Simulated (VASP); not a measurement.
# ZrSe2 (P-3m1) in VASP: settings compared, part 2 of 2

VASP 6.6.1. The steps go on from the part before.

## 5. Relaxation of cell and atoms, PBE+D3(BJ)

This run uses another cell than the first one, of 24.35 Å³/atom, 0.944 times its volume.

INCAR

```
SYSTEM = ZrSe2
  PREC = Accurate
  ENCUT = 600
  EDIFF = 1E-7
  ISMEAR = 0
  SIGMA = 0.03
  LREAL = .False.
  LASPH = .True.
  NELM = 80
  ALGO = Normal
  ISIF = 3
  LWAVE = .False.
  LCHARG = .False.
  GGA = PE
  IVDW = 12
  IBRION = 2
  NSW = 90
  EDIFFG = -0.005
  KPAR = 2
```

KPOINTS

```
Automatic mesh
0
Gamma
  9 9 5
  0 0 0
```

POSCAR

```
ZrSe2                                   
1.0
    3.7403501874      0.0000000000      0.0000000000
   -1.8701750937      3.2392382814     -0.0000000000
    0.0000000000      0.0000000000      6.0280666929
  Zr              Se            
     1     2
Direct
     0.0000000000000000    0.0000000000000000    0.0000000000000000
     0.3333333332999970    0.6666666667000030    0.2649979648619340
     0.6666666667000030    0.3333333332999970    0.7350020351380662
```

Launch:

```console
$ cat potpaw_PBE.64/Zr_sv/POTCAR potpaw_PBE.64/Se/POTCAR > POTCAR
$ mpirun -np 2 vasp_std > vasp.out
```

Wall time 68 s (2 MPI ranks of Intel Xeon Platinum 8488C (Sapphire Rapids), shared host); peak memory 0.25 GiB.

The run converged. Its results:

```
Free energy                            : -20.7426 eV
Relaxed volume                         : 24.34 Å³/atom
Relaxed cell                           : a = 3.739 Å, b = 3.739 Å, c = 6.032 Å, α = 90.00°, β = 90.00°, γ = 120.00°
Space group after relaxing (to 0.05 Å) : P-3m1 (No. 164)
Energy gained by relaxing              : 0.0 meV/atom
Ionic steps                            : 5
Pressure after relaxing                : 0.0 GPa
Band gap on the k mesh                 : 0.05 eV, indirect (least direct gap 0.94 eV)
Dispersion energy per atom             : -0.405 eV
```

Forces on the atoms (eV/Å):
```
Zr   0.000  0.000  0.000
Se   0.000  0.000 -0.003
Se   0.000  0.000  0.003
```

Final structure:
```
Zr Se
1.0
     3.73854    0.00000    0.00000
    -1.86927    3.23767    0.00000
     0.00000    0.00000    6.03219
Zr Se
1 2
Direct
  0.00000 0.00000 0.00000
  0.33333 0.66667 0.26500
  0.66667 0.33333 0.73500
```

Levels at points of the mesh, in eV from the valence-band top:
```csv
k point,band 10,band 11,band 12,band 13,band 14,band 15
"(0.00, 0.00, 0.00)",-0.11,-0.11,0.00,0.94,0.94,1.22
```

Caveat: an odd mesh through Γ misses points on the zone boundary, where band edges often lie. Expect the measured gap to be larger: semilocal functionals such as PBE lack the derivative discontinuity.

## 6. Relaxation of cell and atoms, rev-vdW-DF2

INCAR

```
AGGAC = 0.0 ; ALGO = Normal
EDIFF = 1E-6 ; EDIFFG = -0.01
ENCUT = 600 ; GGA = MK
IBRION = 2 ; ISIF = 3
ISMEAR = 0 ; LASPH = T
LCHARG = F ; LREAL = F
LUSE_VDW = T ; LWAVE = F
NELM = 80 ; NSW = 90
PARAM1 = 0.1234 ; PARAM2 = 0.711357
PREC = Accurate ; SIGMA = 0.03
ZAB_VDW = -1.8867
```

KPOINTS

```
k-points
0
Gamma
  9 9 5
```

POSCAR

```
ZrSe2
1.0
    3.7980000000      0.0000000000      0.0000000000
   -1.8990000000      3.2891644836      0.0000000000
    0.0000000000      0.0000000000      6.1920000000
Zr Se
1 2
Direct
    0.0000000000      0.0000000000      0.0000000000
    0.3333333333      0.6666666667      0.2500000000
    0.6666666667      0.3333333333      0.7500000000
```

Potentials or basis: VASP PAW PBE potentials, release 64 (Zr_sv, Se).

Launch:

```console
$ cat potpaw_PBE.64/Zr_sv/POTCAR potpaw_PBE.64/Se/POTCAR > POTCAR
$ mpirun -np 1 vasp_std > vasp.out
```

Wall time 13 min (1 thread of Intel Xeon 6975P-C (Granite Rapids), shared host); peak memory 0.5 GiB.

The run converged. Its results:

| Item | Value |
| --- | --- |
| Free energy | -14.5810 eV |
| Relaxed volume | 25.18 Å³/atom |
| Relaxed cell | a = 3.767 Å, b = 3.767 Å, c = 6.146 Å, α = 90.00°, β = 90.00°, γ = 120.00° |
| Space group after relaxing (to 0.05 Å) | P-3m1 (No. 164) |
| Energy gained by relaxing | 5.8 meV/atom |
| Ionic steps | 18 |
| Pressure after relaxing | 0.0 GPa |
| Largest force after relaxing | 0.003 eV/Å |
| Band gap on the k mesh | 0.20 eV, indirect (least direct gap 1.00 eV) |

Forces on the atoms (eV/Å):
```
Zr   0.000  0.000  0.000
Se   0.000  0.000 -0.003
Se   0.000  0.000  0.003
```

Step by step:
| step | energy change (eV) | largest force (eV/Å) | pressure (GPa) | volume (Å³) |
| --- | --- | --- | --- | --- |
| 1 | 0.0000 | 0.3553 | 0.63 | 77.35 |
| 2 | -0.0072 | 0.0180 | -1.21 | 78.48 |
| 3 | -0.0082 | 0.0757 | -0.76 | 78.19 |
| 4 | -0.0133 | 0.0578 | -0.26 | 77.29 |
| 5 | -0.0136 | 0.0517 | -0.09 | 77.02 |
| 6 | -0.0144 | 0.0635 | 0.00 | 76.79 |
| 7 | -0.0159 | 0.0970 | 0.29 | 76.08 |
| 8 | -0.0141 | 0.1614 | 0.94 | 74.67 |
| 9 | -0.0161 | 0.1163 | 0.46 | 75.72 |
| 10 | -0.0164 | 0.1030 | 0.39 | 75.71 |
| 11 | -0.0171 | 0.0624 | 0.17 | 75.68 |
| 12 | -0.0170 | 0.0172 | -0.24 | 75.60 |
| 13 | -0.0173 | 0.0278 | -0.02 | 75.64 |
| 14 | -0.0173 | 0.0251 | -0.03 | 75.64 |
| 15 | -0.0173 | 0.0214 | -0.03 | 75.63 |
| 16 | -0.0175 | 0.0119 | -0.03 | 75.59 |
| 17 | -0.0175 | 0.0081 | -0.04 | 75.51 |
| 18 | -0.0175 | 0.0033 | -0.02 | 75.53 |

Final structure:
```
CELL_PARAMETERS angstrom
3.76695 0.00000 0.00000
-1.88347 3.26227 0.00000
0.00000 0.00000 6.14632
ATOMIC_POSITIONS crystal
Zr 0.00000 0.00000 0.00000
Se 0.33333 0.66667 0.25945
Se 0.66667 0.33333 0.74055
```

Levels at points of the mesh, in eV from the valence-band top:
| k point | band 8 | band 9 | band 10 | band 11 | band 12 | band 13 | band 14 | band 15 | band 16 |
| --- | --- | --- | --- | --- | --- | --- | --- | --- | --- |
| (0.00, 0.00, 0.00) | -2.64 | -2.64 | -0.04 | -0.04 | 0.00 | 1.00 | 1.00 | 1.34 | 4.07 |

Caveat: the PAW data sets were made with another functional, which shifts forces and pressure a little; an odd mesh through Γ misses points on the zone boundary, where band edges often lie.

## 7. Overview

| level | gap on the mesh (eV) | pressure (GPa) | relaxed volume (Å³/atom) |
| --- | --- | --- | --- |
| PBE | 0.43 | 0.0 | 28.39 |
| PBE+D3(BJ) | 0.05 | 0.0 | 24.34 |
| rev-vdW-DF2 | 0.20 | 0.0 | 25.18 |

Alike in all rows: task relaxation of cell and atoms; potentials or basis VASP PAW PBE potentials, release 64 (Zr_sv, Se); no spin polarisation; cell relaxed; k mesh 9 × 9 × 5; cutoff (eV) 600; smearing gaussian 0.03 eV.

Caveats: an odd mesh through Γ misses points on the zone boundary, where band edges often lie; this functional lacks dispersion, which binds the layers, so the pressure and a relaxed spacing across them are unreliable (some runs); the PAW data sets were made with another functional, which shifts forces and pressure a little (some runs).

Absolute energies hang on the potentials; compare differences alone.
